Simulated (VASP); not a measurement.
# CdTe (F-43m) in VASP: notebook

Runs on CdTe. Level: PBE. Tasks: relaxation of cell and atoms.

Everything below comes from runs of VASP 6.6.1. Logs are shortened: lines on timing, memory, paths and dates and some standing lists are left out, and cuts for length are marked.

### Step 1. The crystal as given

The structure is cubic, space group F-43m (No. 216). Conventional cell: a = 6.410 Å, b = 6.410 Å, c = 6.410 Å, α = 90.00°, β = 90.00°, γ = 90.00°. Cd (site symmetry -43m) is surrounded by 4 Te at 2.78 Å. Te (site symmetry -43m) has 4 Cd at 2.78 Å as nearest neighbours.

### Step 2. Relaxation of cell and atoms, PBE

Contents of INCAR:

```
ALGO = Fast ; EDIFF = 1E-7
EDIFFG = -0.002 ; ENCUT = 700
GGA = PE ; IBRION = 2
ISIF = 3 ; ISMEAR = 0
LASPH = T ; LCHARG = F
LREAL = F ; LWAVE = F
NELM = 100 ; NSW = 80
PREC = Accurate ; SIGMA = 0.02
```

Contents of KPOINTS:

```
k-points
0
Gamma
  8 8 8
```

Contents of POSCAR:

```
CdTe
1.0
    0.0000000000      3.2050000000      3.2050000000
    3.2050000000      0.0000000000      3.2050000000
    3.2050000000      3.2050000000      0.0000000000
Cd Te
1 1
Direct
    0.0000000000      0.0000000000      0.0000000000
    0.2500000000      0.2500000000      0.2500000000
```

Potentials or basis: VASP PAW PBE potentials, release 64 (Cd, Te).

Launch:

```console
$ cat potpaw_PBE.64/Cd/POTCAR potpaw_PBE.64/Te/POTCAR > POTCAR
$ mpirun -np 1 vasp_std > vasp.out
```

OUTCAR:

```text
EDIFF = 1E-7
   EDIFFG = -0.002
   ENCUT = 700
   GGA = PE
   IBRION = 2
   ISIF = 3
   ISMEAR = 0
   LASPH = T
   LREAL = F
   NELM = 100
   NSW = 80
   PREC = Accurate

 ion  position               nearest neighbor table
   1  0.000  0.000  0.000-   2 2.78   2 2.78   2 2.78   2 2.78
   2  0.250  0.250  0.250-   1 2.78   1 2.78   1 2.78   1 2.78

  LATTYP: Found a face centered cubic cell.
 ALAT       =     6.4100000000

  Lattice vectors:

 A1 = (   0.0000000000,   3.2050000000,   3.2050000000)
 A2 = (   3.2050000000,   0.0000000000,   3.2050000000)
 A3 = (   3.2050000000,   3.2050000000,   0.0000000000)

Analysis of symmetry for initial positions (statically):
=====================================================================
 Subroutine PRICEL returns:
 Original cell was already a primitive cell.

 Routine SETGRP: Setting up the symmetry group for a
 face centered cubic supercell.

 Subroutine GETGRP returns: Found 24 space group operations
 (whereof 24 operations were pure point group operations)
 out of a pool of 48 trial point group operations.

The static configuration has the point symmetry T_d .

Analysis of symmetry for dynamics (positions and initial velocities):
=====================================================================
 Subroutine PRICEL returns:
 Original cell was already a primitive cell.

 Routine SETGRP: Setting up the symmetry group for a
 face centered cubic supercell.

 Subroutine GETGRP returns: Found 24 space group operations
 (whereof 24 operations were pure point group operations)
 out of a pool of 48 trial point group operations.

The dynamic configuration has the point symmetry T_d .

 Subroutine INISYM returns: Found 24 space group operations
 (whereof 24 operations are pure point group operations),
 and found     1 'primitive' translations

----------------------------------------------------------------------------------------

                                     Primitive cell

  volume of cell :      65.8437

  direct lattice vectors                    reciprocal lattice vectors
     0.000000000  3.205000000  3.205000000    -0.156006240  0.156006240  0.156006240
     3.205000000  0.000000000  3.205000000     0.156006240 -0.156006240  0.156006240
     3.205000000  3.205000000  0.000000000     0.156006240  0.156006240 -0.156006240

  length of vectors
     4.532554467  4.532554467  4.532554467     0.270210734  0.270210734  0.270210734

  position of ions in fractional coordinates (direct lattice)
     0.000000000  0.000000000  0.000000000
     0.250000000  0.250000000  0.250000000

  ion indices of the primitive-cell ions
   primitive index   ion index
[... 100 lines left out ...]
   LHFCALC =     F    Hartree Fock is set to
   AEXX    =    0.0000 exact exchange contribution
   IVDW    =     0    specifies the selected vdW correction
   LEPSILON=     F    determine dielectric tensor
   LRPA    =     F    only Hartree local field effects (RPA)
 conjugate gradient relaxation of ions
 non-spin polarized calculation
 RMM-DIIS sequential band-by-band and
 Gauss-broadening in eV      SIGMA  =   0.02
  energy-cutoff  :      700.00
  volume of cell :       65.84
 maximum number of plane-waves:      2788
   NGX = 19   NGY = 19   NGZ = 19

--------------------------------------- Ionic step        1  -------------------------------------------

 number of electron      18.0000002 magnetization

 Free energy of the ion-electron system (eV)
  ---------------------------------------------------
  ext. energy  EPLUGINS =         0.00000000
  ---------------------------------------------------
  free energy    TOTEN  =        -4.72663025 eV

  energy without entropy =       -4.72663025  energy(sigma->0) =       -4.72663025

------------------------ aborting loop because EDIFF is reached ----------------------------------------

  FORCE on cell =-STRESS in cart. coord.  units (eV):
  Direction    XX          YY          ZZ          XY          YZ          ZX
  --------------------------------------------------------------------------------------
  -------------------------------------------------------------------------------------
  Total        1.8019060      1.8019060      1.8019060      0.0000000      0.0000000     -0.0000000
  in kB       43.8458636     43.8458636     43.8458636      0.0000000      0.0000000     -0.0000000
  external PRESSURE =      43.8458636 kB  Pullay stress =       0.0000000 kB
[... 59 lines left out ...]
--------------------------------------- Ionic step        3  -------------------------------------------

 number of electron      18.0000001 magnetization

 Free energy of the ion-electron system (eV)
  ---------------------------------------------------
  ext. energy  EPLUGINS =         0.00000000
  ---------------------------------------------------
  free energy    TOTEN  =        -4.81108665 eV

  energy without entropy =       -4.81108665  energy(sigma->0) =       -4.81108665

 E-fermi :   1.9281     XC(G=0):  -8.3010

 val. band max:        1.7827095923   @ k =   0.0000   0.0000   0.0000
 cond. band min:       2.3605802731   @ k =   0.0000   0.0000   0.0000
 fundamental gap:      0.5778706808
 Fermi energy:         1.9280773475

 k-point     1 :       0.0000    0.0000    0.0000
  band No.  band energies     occupation
      1      -9.0423      2.00000
      2      -6.3027      2.00000
      3      -6.3027      2.00000
      4      -6.3027      2.00000
      5      -6.0871      2.00000
      6      -6.0871      2.00000
      7       1.7827      2.00000
      8       1.7827      2.00000
      9       1.7827      2.00000
     10       2.3606      0.00000
     11       6.4228      0.00000
     12       6.4228      0.00000
     13       6.4228      0.00000
[... 354 lines left out ...]
  band No.  band energies     occupation
      1      -8.6529      2.00000
      2      -6.2291      2.00000
      3      -6.2194      2.00000
      4      -6.0989      2.00000
      5      -6.0820      2.00000
      6      -5.7041      2.00000
      7      -2.1318      2.00000
      8      -0.0695      2.00000
      9       0.6653      2.00000
     10       4.8724      0.00000
     11       6.4438      0.00000
     12       7.6624      0.00000
     13       8.7981      0.00000

 [... further k-points ...]

------------------------ aborting loop because EDIFF is reached ----------------------------------------

  FORCE on cell =-STRESS in cart. coord.  units (eV):
  Direction    XX          YY          ZZ          XY          YZ          ZX
  --------------------------------------------------------------------------------------
  -------------------------------------------------------------------------------------
  Total        0.0024989      0.0024989      0.0024989      0.0000000      0.0000000     -0.0000000
  in kB        0.0551500      0.0551500      0.0551500      0.0000000      0.0000000     -0.0000000
  external PRESSURE =       0.0551500 kB  Pullay stress =       0.0000000 kB
[... 17 lines left out ...]
  FREE ENERGIE OF THE ION-ELECTRON SYSTEM (eV)
  ---------------------------------------------------
  free  energy   TOTEN  =        -4.8110866472 eV

  energy  without entropy=       -4.8110866472  energy(sigma->0) =       -4.81108665

 reached required accuracy - stopping structural energy minimisation
```

It took 49 s on 1 thread of Intel Xeon 6975P-C (Granite Rapids), shared host; peak memory 0.27 GiB.

What came out:

- Free energy: -4.8111 eV
- Relaxed volume: 36.30 Å³/atom
- Relaxed cell: a = 4.682 Å, b = 4.682 Å, c = 4.682 Å, α = 60.00°, β = 60.00°, γ = 60.00°
- Space group after relaxing (to 0.05 Å): F-43m (No. 216)
- Energy gained by relaxing: 42.2 meV/atom
- Ionic steps: 3
- Pressure after relaxing: 0.0 GPa
- Band gap on the k mesh: 0.58 eV, direct

Step by step:
| step | energy change (eV) | largest force (eV/Å) | pressure (GPa) | volume (Å³) |
| --- | --- | --- | --- | --- |
| 1 | 0.0000 | 0.0000 | 4.38 | 65.84 |
| 2 | -0.0777 | 0.0000 | -0.97 | 74.81 |
| 3 | -0.0845 | 0.0000 | 0.01 | 72.60 |

Final structure:
```
Cd Te
1.0
     0.00000    3.31102    3.31102
     3.31102    0.00000    3.31102
     3.31102    3.31102    0.00000
Cd Te
1 1
Direct
  0.00000 0.00000 0.00000
  0.25000 0.25000 0.25000
```

Levels at points of the mesh, in eV from the valence-band top:
```tsv
k point	band 5	band 6	band 7	band 8	band 9	band 10	band 11	band 12	band 13
(0.00, 0.00, 0.00)	-7.87	-7.87	0.00	0.00	0.00	0.58	4.64	4.64	4.64
(0.50, 0.00, 0.00)	-7.86	-7.57	-4.07	-0.68	-0.68	1.75	5.21	5.21	7.01
(0.50, 0.50, 0.00)	-7.84	-7.45	-4.00	-1.65	-1.65	2.67	2.74	8.50	8.80
```

Caveat: spin-orbit coupling is left out, which moves the levels of the heavy elements; the volume moved by +10 % from the deposited cell, more than functionals usually miss. Zero-point motion and thermal expansion aren't in these numbers.

### Step 3. Relaxation of cell and atoms, PBE

This run uses another cell than the first one, of 36.30 Å³/atom, 1.103 times its volume.

INCAR is that of step 2.

KPOINTS is that of step 2.

Contents of POSCAR:

```
CdTe                                    
1.0
   -0.0000000000      3.3110152552      3.3110152552
    3.3110152552     -0.0000000000      3.3110152552
    3.3110152552      3.3110152552     -0.0000000000
  Cd              Te            
     1     1
Direct
     0.0000000000000000    0.0000000000000000    0.0000000000000000
     0.2500000000000000    0.2500000000000000    0.2500000000000000
```

Potentials or basis: VASP PAW PBE potentials, release 64 (Cd, Te).

Launch:

```console
$ cat potpaw_PBE.64/Cd/POTCAR potpaw_PBE.64/Te/POTCAR > POTCAR
$ mpirun -np 1 vasp_std > vasp.out
```

OUTCAR:

```text
EDIFF = 1E-7
   EDIFFG = -0.002
   ENCUT = 700
   GGA = PE
   IBRION = 2
   ISIF = 3
   ISMEAR = 0
   LASPH = T
   LREAL = F
   NELM = 100
   NSW = 80
   PREC = Accurate

 ion  position               nearest neighbor table
   1  0.000  0.000  0.000-   2 2.87   2 2.87   2 2.87   2 2.87
   2  0.250  0.250  0.250-   1 2.87   1 2.87   1 2.87   1 2.87

  LATTYP: Found a face centered cubic cell.
 ALAT       =     6.6220305104

  Lattice vectors:

 A1 = (   0.0000000000,   3.3110152552,   3.3110152552)
 A2 = (   3.3110152552,   0.0000000000,   3.3110152552)
 A3 = (   3.3110152552,   3.3110152552,   0.0000000000)

Analysis of symmetry for initial positions (statically):
=====================================================================
 Subroutine PRICEL returns:
 Original cell was already a primitive cell.

 Routine SETGRP: Setting up the symmetry group for a
 face centered cubic supercell.

 Subroutine GETGRP returns: Found 24 space group operations
 (whereof 24 operations were pure point group operations)
 out of a pool of 48 trial point group operations.

The static configuration has the point symmetry T_d .

Analysis of symmetry for dynamics (positions and initial velocities):
=====================================================================
 Subroutine PRICEL returns:
 Original cell was already a primitive cell.

 Routine SETGRP: Setting up the symmetry group for a
 face centered cubic supercell.

 Subroutine GETGRP returns: Found 24 space group operations
 (whereof 24 operations were pure point group operations)
 out of a pool of 48 trial point group operations.

The dynamic configuration has the point symmetry T_d .

 Subroutine INISYM returns: Found 24 space group operations
 (whereof 24 operations are pure point group operations),
 and found     1 'primitive' translations

----------------------------------------------------------------------------------------

                                     Primitive cell

[... 174 lines left out ...]

--------------------------------------- Ionic step        2  -------------------------------------------

 number of electron      18.0000002 magnetization

 Free energy of the ion-electron system (eV)
  ---------------------------------------------------
  ext. energy  EPLUGINS =         0.00000000
  ---------------------------------------------------
  free energy    TOTEN  =        -4.81195490 eV

  energy without entropy =       -4.81195490  energy(sigma->0) =       -4.81195490

 E-fermi :   1.9176     XC(G=0):  -8.2960

 val. band max:        1.7729362348   @ k =   0.0000   0.0000   0.0000
 cond. band min:       2.3471849712   @ k =   0.0000   0.0000   0.0000
 fundamental gap:      0.5742487364
 Fermi energy:         1.9175866951

 k-point     1 :       0.0000    0.0000    0.0000
  band No.  band energies     occupation
      1      -9.0460      2.00000
      2      -6.3101      2.00000
      3      -6.3101      2.00000
      4      -6.3101      2.00000
      5      -6.0953      2.00000
      6      -6.0953      2.00000
      7       1.7729      2.00000
      8       1.7729      2.00000
      9       1.7729      2.00000
     10       2.3472      0.00000
     11       6.4134      0.00000
     12       6.4134      0.00000
     13       6.4134      0.00000
[... 354 lines left out ...]
  band No.  band energies     occupation
      1      -8.6578      2.00000
      2      -6.2368      2.00000
      3      -6.2271      2.00000
      4      -6.1070      2.00000
      5      -6.0902      2.00000
      6      -5.7133      2.00000
      7      -2.1362      2.00000
      8      -0.0756      2.00000
      9       0.6581      2.00000
     10       4.8597      0.00000
     11       6.4348      0.00000
     12       7.6506      0.00000
     13       8.7850      0.00000

 [... further k-points ...]

------------------------ aborting loop because EDIFF is reached ----------------------------------------

  FORCE on cell =-STRESS in cart. coord.  units (eV):
  Direction    XX          YY          ZZ          XY          YZ          ZX
  --------------------------------------------------------------------------------------
  -------------------------------------------------------------------------------------
  Total       -0.0021487     -0.0021487     -0.0021487     -0.0000000      0.0000000      0.0000000
  in kB       -0.0473650     -0.0473650     -0.0473650     -0.0000000      0.0000000      0.0000000
  external PRESSURE =      -0.0473650 kB  Pullay stress =       0.0000000 kB

 VOLUME and BASIS-vectors are now :
 -----------------------------------------------------------------------------
  energy-cutoff  :      700.00
  volume of cell :       72.68
      direct lattice vectors                 reciprocal lattice vectors
    -0.000000000  3.312311609  3.312311609    -0.150951981  0.150951981  0.150951981
     3.312311609 -0.000000000  3.312311609     0.150951981 -0.150951981  0.150951981
     3.312311609  3.312311609 -0.000000000     0.150951981  0.150951981 -0.150951981

 POSITION                                       TOTAL-FORCE (eV/Angst)
 -----------------------------------------------------------------------------------
     -0.00000      3.31231      3.31231        -0.000000     -0.000000     -0.000000
      1.65616      1.65616      1.65616         0.000000      0.000000      0.000000
 -----------------------------------------------------------------------------------
    total drift:                               -0.000000     -0.000000     -0.000000

  FREE ENERGIE OF THE ION-ELECTRON SYSTEM (eV)
  ---------------------------------------------------
  free  energy   TOTEN  =        -4.8119549009 eV

  energy  without entropy=       -4.8119549009  energy(sigma->0) =       -4.81195490

 reached required accuracy - stopping structural energy minimisation
```

It took 30 s on 1 thread of Intel Xeon 6975P-C (Granite Rapids), shared host; peak memory 0.27 GiB.

Results:

* Free energy: -4.8120 eV
* Relaxed volume: 36.34 Å³/atom
* Relaxed cell: a = 4.684 Å, b = 4.684 Å, c = 4.684 Å, α = 60.00°, β = 60.00°, γ = 60.00°
* Space group after relaxing (to 0.05 Å): F-43m (No. 216)
* Energy gained by relaxing: 0.0 meV/atom
* Ionic steps: 2
* Pressure after relaxing: 0.0 GPa
* Band gap on the k mesh: 0.57 eV, direct

Final structure:
```xyz
2
Lattice="0.0000 3.3123 3.3123 3.3123 0.0000 3.3123 3.3123 3.3123 0.0000" Properties=species:S:1:pos:R:3 pbc="T T T"
Cd    0.0000    3.3123    3.3123
Te    1.6562    1.6562    1.6562
```

Caveat: spin-orbit coupling is left out, which moves the levels of the heavy elements.
